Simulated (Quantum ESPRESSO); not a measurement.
# AgCl (Fm-3m): modes at Γ and the response to a field

Aim: the zone-centre modes of AgCl (Fm-3m).

Calculated with Quantum ESPRESSO 7.5; DFT LDA, scalar-relativistic, plane waves, PseudoDojo norm-conserving pseudopotentials.

## 1. The starting structure

The structure is cubic, space group Fm-3m (No. 225). The conventional cell has a = 5.545 Å, b = 5.545 Å, c = 5.545 Å, α = 90.00°, β = 90.00°, γ = 90.00°. Nearest to Ag lie 6 Cl at 2.77 Å. Nearest to Cl lie 6 Ag at 2.77 Å. Farther neighbours and most contacts between anions are not listed.

## 2. A first look

Before anything dear is run, a loose run with smearing shows whether this is a metal and how far the cell is from rest.

probe.in

```
 &control
    calculation='scf',
    prefix='x',
    outdir='./tmp',
    pseudo_dir='./pseudo',
    tprnfor=.true.,
    tstress=.true.,
    verbosity='high',
 /
 &system
    ibrav=0,
    nat=2,
    ntyp=2,
    ecutwfc=86.0,
    occupations='smearing',
    smearing='gaussian',
    degauss=0.01,
 /
 &electrons
    conv_thr=1.0d-07,
    mixing_beta=0.7,
    electron_maxstep=100,
 /
ATOMIC_SPECIES
 Ag    107.8682  Ag.upf
 Cl     35.4500  Cl.upf
CELL_PARAMETERS angstrom
     0.000000000    2.772662997    2.772662997
     2.772662997    0.000000000    2.772662997
     2.772662997    2.772662997    0.000000000
ATOMIC_POSITIONS crystal
 Ag     0.000000000   0.000000000   0.000000000
 Cl     0.500000000   0.500000000   0.500000000
K_POINTS automatic
 6 6 6 0 0 0
```

The run is started by

```
OMP_NUM_THREADS=1 mpirun -n 4 pw.x -nk 4 -in probe.in > probe.out
```

Log:

```text
[banners, grids, parts of the stress and lines that vanish by symmetry left out]
Program PWSCF v.7.5
     Message from routine setup:
     using ibrav=0 with symmetry is DISCOURAGED, use correct ibrav instead
[...]
kinetic-energy cutoff     =      86.0000  Ry
     charge density cutoff     =     344.0000  Ry
     scf convergence threshold =      1.0E-07
[...]
Exchange-correlation= SLA  PW   NOGX NOGC
                           (   1   4   0   0   0   0   0)
[...]
48 Sym. Ops., with inversion, found
[...]
(     0          1          0      )
                  (     0          0          1      )
[...]
( -0.0000000  1.0000000  0.0000000 )
                  ( -0.0000000  0.0000000  1.0000000 )
[...]
(     1          0         -1      )
                  (     0          0         -1      )
[...]
(  0.0000000 -1.0000000 -0.0000000 )
[...]
(    -1          1          0      )
                  (     0          1         -1      )
[...]
( -1.0000000  0.0000000 -0.0000000 )
                  ( -0.0000000  1.0000000 -0.0000000 )
[...]
number of k points=    16  Gaussian smearing, width (Ry)=  0.0100
[...]
End of self-consistent calculation
[...]
the Fermi energy is     8.1804 ev
!    total energy              =    -342.81985633 Ry
[...]
convergence has been achieved in   6 iterations
[...]
atom    1 type  1   force =    -0.00000000   -0.00000000    0.00000000
     atom    2 type  2   force =     0.00000000    0.00000000    0.00000000
[...]
Total force =     0.000000     Total SCF correction =     0.000000
[...]
total   stress  (Ry/bohr**3)                   (kbar)     P=      -54.82
[...]
XML data file, charge density, pseudopotentials, collected wavefunctions

   JOB DONE.
```

Elapsed: 3.9 s, on 4 MPI ranks of Intel Xeon Platinum 8488C (Sapphire Rapids), shared host.

Numbers from this step:

```yaml
volume_per_atom: 21.32 Å³
pressure: -5.482 GPa
gap_on_the_k_mesh: 0.6145 eV
```

A gap of 0.61 eV opens on this mesh, so the crystal is taken as an insulator; the start stands at -5.5 GPa.

## 3. Relaxation

The relaxation runs at a cutoff a fifth above that of the response, since stress converges more slowly with the basis than frequencies do. Forces and stress are brought to rest with tight thresholds.

relax.in

```
 &control
    calculation='vc-relax',
    prefix='x',
    outdir='./tmp',
    pseudo_dir='./pseudo',
    tprnfor=.true.,
    tstress=.true.,
    forc_conv_thr=2.0d-05,
    etot_conv_thr=1.0d-07,
    nstep=40,
 /
 &system
    ibrav=0,
    nat=2,
    ntyp=2,
    ecutwfc=103,
    occupations='fixed',
    nbnd=15,
 /
 &electrons
    conv_thr=1.0d-11,
    mixing_beta=0.7,
    electron_maxstep=100,
 /
 &ions
 /
 &cell
    press_conv_thr=0.2,
 /
ATOMIC_SPECIES
 Ag    107.8682  Ag.upf
 Cl     35.4500  Cl.upf
CELL_PARAMETERS angstrom
     0.000000000    2.772662997    2.772662997
     2.772662997    0.000000000    2.772662997
     2.772662997    2.772662997    0.000000000
ATOMIC_POSITIONS crystal
 Ag     0.000000000   0.000000000   0.000000000
 Cl     0.500000000   0.500000000   0.500000000
K_POINTS automatic
 8 8 8 0 0 0
```

The run is started by

```
OMP_NUM_THREADS=1 mpirun -n 4 pw.x -nk 4 -in relax.in > relax.out
```

Log:

```text
[banners, grids, parts of the stress and lines that vanish by symmetry left out]
[banner, memory and clock lines left out]
Program PWSCF v.7.5

[...]
kinetic-energy cutoff     =     103.0000  Ry
     charge density cutoff     =     412.0000  Ry
     scf convergence threshold =      1.0E-11
[...]
energy convergence thresh.=      1.0E-07
     force convergence thresh. =      2.0E-05
     press convergence thresh. =      2.0E-01
     Exchange-correlation= SLA  PW   NOGX NOGC
                           (   1   4   0   0   0   0   0)
[...]
48 Sym. Ops., with inversion, found
[...]
number of k points=    29
[...]
End of self-consistent calculation
[...]
highest occupied, lowest unoccupied level (ev):     7.8408    8.4554
!    total energy              =    -342.81992498 Ry
[...]
convergence has been achieved in   9 iterations
[...]
atom    1 type  1   force =    -0.00000000   -0.00000000    0.00000000
     atom    2 type  2   force =     0.00000000    0.00000000   -0.00000000
     Total force =     0.000000     Total SCF correction =     0.000000
[...]
total   stress  (Ry/bohr**3)                   (kbar)     P=      -55.63
[...]
number of bfgs steps    =   0
[...]
CELL_PARAMETERS (angstrom)
[...]
ATOMIC_POSITIONS (crystal)
Ag               0.0000000000        0.0000000000       -0.0000000000
Cl               0.5000000000        0.5000000000        0.5000000000
[...]
New effective cutoffs (rho, wfc):  419.16  104.97
[...]
End of self-consistent calculation
[...]
highest occupied, lowest unoccupied level (ev):     8.3341    8.9465
!    total energy              =    -342.82266443 Ry
[...]
convergence has been achieved in   7 iterations
[...]
atom    1 type  1   force =    -0.00000000   -0.00000000   -0.00000000
     atom    2 type  2   force =     0.00000000    0.00000000    0.00000000
     Total force =     0.000000     Total SCF correction =     0.000000
[...]
total   stress  (Ry/bohr**3)                   (kbar)     P=      -43.69
[...]
number of bfgs steps    =   1
[...]
CELL_PARAMETERS (angstrom)
[...]
ATOMIC_POSITIONS (crystal)
Ag              -0.0000000000        0.0000000000       -0.0000000000
Cl               0.5000000000        0.5000000000        0.5000000000
[...]
New effective cutoffs (rho, wfc):  431.43  108.05
[...]
End of self-consistent calculation
[...]
highest occupied, lowest unoccupied level (ev):     9.1122    9.7289
!    total energy              =    -342.82532135 Ry
[...]
convergence has been achieved in   9 iterations
[...]
atom    1 type  1   force =     0.00000000   -0.00000000   -0.00000000
     atom    2 type  2   force =    -0.00000000    0.00000000    0.00000000
     Total force =     0.000000     Total SCF correction =     0.000000
[...]
total   stress  (Ry/bohr**3)                   (kbar)     P=      -21.28
[...]
number of bfgs steps    =   2
[...]
CELL_PARAMETERS (angstrom)
[...]
ATOMIC_POSITIONS (crystal)
[...]
New effective cutoffs (rho, wfc):  442.91  110.92
[...]
End of self-consistent calculation
[...]
highest occupied, lowest unoccupied level (ev):     9.8527   10.4820
!    total energy              =    -342.82595573 Ry
[...]
convergence has been achieved in   8 iterations
[...]
atom    1 type  1   force =     0.00000000    0.00000000    0.00000000
     atom    2 type  2   force =     0.00000000   -0.00000000   -0.00000000
     Total force =     0.000000     Total SCF correction =     0.000000
[...]
total   stress  (Ry/bohr**3)                   (kbar)     P=        4.29
[...]
number of bfgs steps    =   3
[...]
CELL_PARAMETERS (angstrom)
[...]
ATOMIC_POSITIONS (crystal)
[...]
New effective cutoffs (rho, wfc):  441.00  110.44
[...]
End of self-consistent calculation
[...]
highest occupied, lowest unoccupied level (ev):     9.7283   10.3549
!    total energy              =    -342.82597835 Ry
[...]
convergence has been achieved in   7 iterations
[...]
atom    1 type  1   force =    -0.00000000   -0.00000000    0.00000000
     atom    2 type  2   force =     0.00000000    0.00000000   -0.00000000
     Total force =     0.000000     Total SCF correction =     0.000000
[...]
total   stress  (Ry/bohr**3)                   (kbar)     P=       -0.30
[...]
number of bfgs steps    =   4
[...]
CELL_PARAMETERS (angstrom)
[...]
ATOMIC_POSITIONS (crystal)
[...]
New effective cutoffs (rho, wfc):  441.12  110.47
[...]
End of self-consistent calculation
[...]
highest occupied, lowest unoccupied level (ev):     9.7365   10.3633
!    total energy              =    -342.82597846 Ry
[...]
convergence has been achieved in   5 iterations
[...]
atom    1 type  1   force =    -0.00000000   -0.00000000    0.00000000
     atom    2 type  2   force =     0.00000000    0.00000000   -0.00000000
     Total force =     0.000000     Total SCF correction =     0.000000
[...]
total   stress  (Ry/bohr**3)                   (kbar)     P=       -0.00
[...]
number of bfgs steps    =   5
[...]
small trust_radius: resetting bfgs history
[...]
CELL_PARAMETERS (angstrom)
[...]
ATOMIC_POSITIONS (crystal)
[...]
New effective cutoffs (rho, wfc):  441.12  110.47
[...]
End of self-consistent calculation
[...]
highest occupied, lowest unoccupied level (ev):     9.7365   10.3633
!    total energy              =    -342.82597846 Ry
[...]
convergence has been achieved in   1 iterations
[...]
atom    1 type  1   force =     0.00000000    0.00000000   -0.00000000
     atom    2 type  2   force =     0.00000000    0.00000000   -0.00000000
     Total force =     0.000000     Total SCF correction =     0.000000
[...]
total   stress  (Ry/bohr**3)                   (kbar)     P=       -0.00
[...]
bfgs converged in   7 scf cycles and   6 bfgs steps
[...]
End of BFGS Geometry Optimization
     Final enthalpy           =    -342.8259784629 Ry
     File ./tmp/x.bfgs deleted, as requested
[...]
CELL_PARAMETERS (angstrom)
[...]
ATOMIC_POSITIONS (crystal)
Ag               0.0000000000        0.0000000000       -0.0000000000
Cl               0.5000000000        0.5000000000        0.5000000000
[...]
Final scf calculation at the relaxed structure.
[...]
kinetic-energy cutoff     =     103.0000  Ry
     charge density cutoff     =     412.0000  Ry
     scf convergence threshold =      1.0E-13
[...]
press convergence thresh. =      2.0E-01
     Exchange-correlation= SLA  PW   NOGX NOGC
                           (   1   4   0   0   0   0   0)
[...]
48 Sym. Ops., with inversion, found
[...]
number of k points=    29
[...]
End of self-consistent calculation
[...]
highest occupied, lowest unoccupied level (ev):     9.7365   10.3633
!    total energy              =    -342.82597410 Ry
[...]
convergence has been achieved in  11 iterations
[...]
atom    1 type  1   force =     0.00000000    0.00000000   -0.00000000
     atom    2 type  2   force =    -0.00000000   -0.00000000    0.00000000
     Total force =     0.000000     Total SCF correction =     0.000000
[...]
total   stress  (Ry/bohr**3)                   (kbar)     P=       -0.03
[...]
XML data file, charge density, pseudopotentials, collected wavefunctions
```

Run time: 48 s. Hardware: 4 MPI ranks.

Step by step:

| step | energy less that of the first step (eV) | largest force (eV/Å) | pressure (GPa) | volume (Å³) |
| --- | --- | --- | --- | --- |
| 1 | 0.0000 | 0.0000 | -5.56 | 42.63 |
| 2 | -0.0373 | 0.0000 | -4.37 | 41.43 |
| 3 | -0.0734 | 0.0000 | -2.13 | 39.68 |
| 4 | -0.0821 | 0.0000 | 0.43 | 38.15 |
| 5 | -0.0824 | 0.0000 | -0.03 | 38.39 |
| 6 | -0.0824 | 0.0000 | 0.00 | 38.38 |
| 7 | -0.0824 | 0.0000 | 0.00 | 38.38 |
| 8 | -0.0823 | 0.0000 | 0.00 | 38.38 |

| conventional cell, symmetrised | before | after | change |
| --- | --- | --- | --- |
| a (Å) | 5.545 | 5.354 | -3.4 % |
| b (Å) | 5.545 | 5.354 | -3.4 % |
| c (Å) | 5.545 | 5.354 | -3.4 % |
| volume (Å³/atom) | 21.32 | 19.19 | -10.0 % |

The relaxed structure:

```
CELL_PARAMETERS angstrom
0.00000 2.67722 2.67722
2.67722 0.00000 2.67722
2.67722 2.67722 0.00000
ATOMIC_POSITIONS crystal
Ag 0.00000 0.00000 0.00000
Cl 0.50000 0.50000 0.50000
```

The last row of the table of steps is pw.x's closing run on a basis chosen anew for the final cell, so its energy can jump.

This step gave:

* volume per atom: 19.19 Å³
* pressure: -0.003000 GPa
* gap on the k-mesh: 0.6268 eV

The volume changes by -10.0 % from the cell with which this run began.

## 4. Ground state

The response is built on this ground state, so it is converged far tighter than an energy would need. With a gap, occupations are fixed, which also allows the response to an electric field.

scf.in

```
 &control
    calculation='scf',
    prefix='x',
    outdir='./tmp',
    pseudo_dir='./pseudo',
    tprnfor=.true.,
    tstress=.true.,
 /
 &system
    ibrav=0,
    nat=2,
    ntyp=2,
    ecutwfc=86.0,
    occupations='fixed',
    nbnd=15,
 /
 &electrons
    conv_thr=1.0d-12,
    mixing_beta=0.7,
    electron_maxstep=100,
 /
ATOMIC_SPECIES
 Ag    107.8682  Ag.upf
 Cl     35.4500  Cl.upf
CELL_PARAMETERS angstrom
     0.000000000    2.677219623    2.677219623
     2.677219623    0.000000000    2.677219623
     2.677219623    2.677219623    0.000000000
ATOMIC_POSITIONS crystal
 Ag     0.000000000   0.000000000   0.000000000
 Cl     0.500000000   0.500000000   0.500000000
K_POINTS automatic
 8 8 8 0 0 0
```

The run is started by

```
OMP_NUM_THREADS=1 mpirun -n 4 pw.x -nk 4 -in scf.in > scf.out
```

Log:

```text
[banners, grids, parts of the stress and lines that vanish by symmetry left out]
[banner, memory and clock lines left out]
Program PWSCF v.7.5

[...]
kinetic-energy cutoff     =      86.0000  Ry
     charge density cutoff     =     344.0000  Ry
     scf convergence threshold =      1.0E-12
[...]
Exchange-correlation= SLA  PW   NOGX NOGC
                           (   1   4   0   0   0   0   0)
[...]
48 Sym. Ops., with inversion, found
[...]
number of k points=    29
[...]
End of self-consistent calculation
[...]
highest occupied, lowest unoccupied level (ev):     9.7365   10.3634
!    total energy              =    -342.82595535 Ry
[...]
convergence has been achieved in  10 iterations
[...]
atom    1 type  1   force =     0.00000000    0.00000000   -0.00000000
     atom    2 type  2   force =     0.00000000    0.00000000    0.00000000
     Total force =     0.000000     Total SCF correction =     0.000000
[...]
total   stress  (Ry/bohr**3)                   (kbar)     P=       -0.14
[...]
XML data file, charge density, pseudopotentials, collected wavefunctions
```

It took 7.4 s on 4 MPI ranks.

This step gave:

* pressure: -0.01400 GPa
* gap on the k-mesh: 0.6269 eV

The cell stands at -0.014 GPa, close enough for phonons.

[end of part 1 of 2]

[Host names and launcher messages were left out of these logs when they were recorded.]

[Logs are printed without paths, hosts, clocks, repeated set-up lines and the standing remarks that a program may print on its own settings, such as how far it seeks lower states.]

[Hosts, paths, dates, database ids (printed as entryN), source tags and the programs' standing remarks are cut or masked in the printed files.]
